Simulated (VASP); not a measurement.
**A VASP 6.6.1 single-point calculation on YN**

INCAR

```
LCHARG = .FALSE.
LDAUL = 2 -1
METAGGA = R2SCAN
EDIFF = 0.001
IBRION = -1
NSW = 0
LDAU = .TRUE.
LMAXMIX = 4
NBANDS = 15
ISIF = 2
LDAUTYPE = 2
LASPH = .TRUE.
LREAL = .FALSE.
NELM = 120
PREC = Accurate
ALGO = Normal
SIGMA = 0.005
LWAVE = .FALSE.
LDAUJ = 0 0
ENCUT = 520
LDAUU = 8.0 0
ISMEAR = 0
```

KPOINTS

```
KPOINTS created by Atomic Simulation Environment
0
Gamma
10 10 10
0 0 0
```

POSCAR

```
Y  N
 1.0000000000000000
     0.0000000000000000    2.5459700684000000    2.5459700684000000
     2.5459700684000000    0.0000000000000000    2.5459700684000000
     2.5459700684000000    2.5459700684000000    0.0000000000000000
 Y   N
   1   1
Cartesian
  0.0000000000000000  0.0000000000000000  0.0000000000000000
  2.5459700684000000  2.5459700684000000  2.5459700684000000
```

The recommended PBE PAW datasets give the neutral cell 16 valence electrons.

Command

```
mpirun -np 1 vasp_std
```

OSZICAR

```
N       E                     dE             d eps       ncg     rms          rms(c)
DAV:   1     0.376916334204E+02    0.37692E+02   -0.83611E+03  1410   0.107E+03
DAV:   2    -0.363253523505E+02   -0.74017E+02   -0.67664E+02  1946   0.234E+02
DAV:   3    -0.395966876515E+02   -0.32713E+01   -0.32411E+01  1846   0.412E+01
DAV:   4    -0.396645190224E+02   -0.67831E-01   -0.67793E-01  1592   0.577E+00
DAV:   5    -0.396656299116E+02   -0.11109E-02   -0.11109E-02  1809   0.606E-01    0.252E+01
DAV:   6    -0.302610884529E+02    0.94045E+01   -0.80332E+00  1725   0.233E+01    0.296E+01
DAV:   7    -0.305051968469E+02   -0.24411E+00   -0.66275E-01  1690   0.645E+00    0.224E+01
DAV:   8    -0.306012224041E+02   -0.96026E-01   -0.44533E-01  1466   0.584E+00    0.598E+00
DAV:   9    -0.305694575311E+02    0.31765E-01   -0.17732E-01  1627   0.300E+00    0.219E+00
DAV:  10    -0.305648158203E+02    0.46417E-02   -0.73352E-03  1613   0.711E-01    0.151E+00
DAV:  11    -0.305635551933E+02    0.12606E-02   -0.52519E-03  1620   0.614E-01    0.362E-01
DAV:  12    -0.305635167336E+02    0.38460E-04   -0.19422E-04   733   0.134E-01
   1 F= -.30563517E+02 E0= -.30563517E+02  d E =0.000000E+00
```

From OUTCAR

```
k-points           NKPTS =     47   k-points in BZ     NKDIM =     47   number of bands    NBANDS=     15

   NELECT =      16.0000    total number of electrons

   dimension x,y,z NGX =    28 NGY =   28 NGZ =   28
   dimension x,y,z NGXF=    56 NGYF=   56 NGZF=   56

  energy-cutoff  :      520.00
  volume of cell :       33.01
      direct lattice vectors                 reciprocal lattice vectors
     0.000000000  2.545970068  2.545970068    -0.196388797  0.196388797  0.196388797
     2.545970068  0.000000000  2.545970068     0.196388797 -0.196388797  0.196388797
     2.545970068  2.545970068  0.000000000     0.196388797  0.196388797 -0.196388797

 k-points in reciprocal lattice and weights: KPOINTS created by Atomic Simulation Env
   0.00000000  0.00000000  0.00000000       0.001
   0.10000000  0.00000000  0.00000000       0.008
   0.20000000  0.00000000  0.00000000       0.008
   0.30000000  0.00000000  0.00000000       0.008
   0.40000000  0.00000000  0.00000000       0.008
   0.50000000  0.00000000  0.00000000       0.004
   0.10000000  0.10000000  0.00000000       0.006
   0.20000000  0.10000000  0.00000000       0.024
   ...

 E-fermi :   4.1100

 k-point     1 :       0.0000    0.0000    0.0000
  band No.  band energies     occupation
      1     -39.9825      2.00000
      2     -18.9821      2.00000
      3     -18.9821      2.00000
      4     -18.9821      2.00000
      5      -9.4388      2.00000
      6       3.9514      2.00000
      7       3.9514      2.00000
      8       3.9514      2.00000
      9       7.2374      0.00000
     10       9.1552      0.00000
     11       9.1552      0.00000
     12       9.1552      0.00000
     13      10.8552      0.00000
     14      10.8553      0.00000
     15      14.4553      0.00000

 k-point     2 :       0.1000    0.0000    0.0000
  band No.  band energies     occupation
      1     -39.9762      2.00000
      2     -19.0510      2.00000
      3     -18.9874      2.00000
      4     -18.9874      2.00000
      5      -9.3156      2.00000
      6       3.3649      2.00000
      7       3.7748      2.00000
      8       3.7748      2.00000
      9       7.8196      0.00000
     10       9.0768      0.00000
     11       9.3622      0.00000
     12       9.3622      0.00000
     13      11.1973      0.00000
     14      11.1973      0.00000
     15      15.1740      0.00000

 k-point     3 :       0.2000    0.0000    0.0000
  band No.  band energies     occupation
      1     -39.9598      2.00000
      2     -19.2256      2.00000
      3     -19.0012      2.00000
      4     -19.0012      2.00000
      5      -8.9913      2.00000
      6       2.2717      2.00000
      7       3.3706      2.00000
      8       3.3707      2.00000
      9       8.5077      0.00000
     10       9.5188      0.00000
     11       9.9442      0.00000
     12       9.9442      0.00000
     13      12.0931      0.00000
     14      12.0931      0.00000
     15      16.8285      0.00000

 ...

  Total        0.4174174      0.4174174      0.4174174     -0.0000000     -0.0000000      0.0000000
  in kB       20.2624149     20.2624149     20.2624149     -0.0000000     -0.0000000      0.0000000
  external PRESSURE =      20.2624149 kB  Pullay stress =       0.0000000 kB

 POSITION                                       TOTAL-FORCE (eV/Angst)
 -----------------------------------------------------------------------------------
      0.00000      0.00000      0.00000         0.000000      0.000000      0.000000
      2.54597      2.54597      2.54597        -0.000000     -0.000000     -0.000000
 -----------------------------------------------------------------------------------
    total drift:                                0.000000      0.000000      0.000000

  FREE ENERGIE OF THE ION-ELECTRON SYSTEM (eV)
  ---------------------------------------------------
  free  energy   TOTEN  =       -30.5635167336 eV

  energy  without entropy=      -30.5635167336  energy(sigma->0) =      -30.56351673
```

It converged. Results: gap between bands v and c on the k mesh 2.10 eV; least direct gap on the k mesh 2.66 eV; pressure 2.0 GPa. Band v is the last that the valence electrons fill when counted band by band, and c is the next.

For comparison, a separate r²SCAN run of the intended cell, on usual settings and not on those above, gives a gap of 0.76 eV on its mesh and a pressure of -15.6 GPa.

The run above took about 66 s on one core of a shared host (Intel Xeon Platinum 8488C) and held 0.19 GiB at most.
